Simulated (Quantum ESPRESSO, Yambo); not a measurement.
An input for Yambo 5.3.0 (GaN (F-43m)):

```
HF_and_locXC
gw0
dyson
ppa
em1d
rim_cut
RandQpts= 1000000
RandGvec= 1 RL
EXXRLvcs= 104 Ry
VXCRLvcs= 416 Ry
Chimod= "HARTREE"
% BndsRnXp
 1 | 108 |
%
NGsBlkXp= 15.5 Ry
% LongDrXp
 1 | 1 | 1 |
%
% GbndRnge
 1 | 108 |
%
DysSolver= "n"
ExtendOut
PPAPntXp= 27.21138 eV
% QPkrange
 1 | 8 | 10 | 17 |
%
GfnQPdb= "E < ./gw7_fix/ndb.QP"
XfnQPdb= "E < ./gw7_fix/ndb.QP"
```

```sh
OMP_NUM_THREADS=1 mpirun -n 8 yambo -F gw8.in -J gw8 -C gw8 > gw8.log
```

The stored states that it reads are on a 4×4×4 mesh. It takes space group F-43m (No. 216, cubic). The conventional cell has a = 4.507 Å, b = 4.507 Å, c = 4.507 Å, α = 90.00°, β = 90.00°, γ = 90.00°. Nearest to Ga lie 4 N at 1.95 Å. N has 4 Ga at 1.95 Å nearest. Farther neighbours and most contacts between anions are not listed.

**Question.** Estimate wall time and host memory on 8 MPI ranks of Intel Xeon Platinum 8375C at 2.90GHz (Ice Lake), shared host.

It took 2.8 min; on shared hardware allow 84 s to 5.6 min. Peak host memory was 3.1 GiB.

The screening grows as filled bands × empty bands × pairs of k points, times the square of the screening basis for the matrix.

[Paths, hosts, dates, memory and timing lines, banners, echoed tables and standing remarks are left out of the program output.]

[Logs are printed without paths, hosts, clocks, repeated set-up lines and the standing remarks that a program may print on its own settings, such as how far it seeks lower states.]

[Runs of the session that timed out or met a known fault of the program may be left out.]

[Hosts, paths, dates, database ids (printed as entryN), source tags and the programs' standing remarks are cut or masked in the printed files.]
